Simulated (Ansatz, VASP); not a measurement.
**One calculation of ZnAu, two programs**

```
Au Zn
1.0
     3.18841    0.00000    0.00000
     0.00000    3.18841    0.00000
     0.00000    0.00000    3.18841
Au Zn
1 1
Cartesian
  0.0000 0.0000 0.0000
  1.5942 1.5942 1.5942
```

Change from the starting cell: volume scaled by 1.04.

Alike in both runs: task single point; functional PBEsol; k mesh 8 × 8 × 8; occupations fermi-dirac, width 0.05 eV; no spin polarisation.

|  | VASP | Ansatz |
| --- | --- | --- |
| version | VASP 6.6.1 | Ansatz 0.2.0 |
| potentials or method | VASP PAW PBE potentials, release 64 (Au, Zn), cutoff 520 eV | all-electron LAPW, scalar-relativistic |

Ansatz gave:

- gap on the k mesh at the Fermi level (eV): none
- pressure (GPa): -6.7

What did VASP give for the same quantities?

gap on the k mesh at the Fermi level (eV): none; pressure (GPa): -6.6.

A gap of «none» marks a metal or a gap that the smearing closes. Ansatz ran all-electron here, so the differences hold the error of VASP's frozen core and of both bases.

Caveats: the PAW data sets were made with another functional, which shifts forces and pressure a little (VASP). Spin-orbit coupling is left out, which matters for the levels of Au.
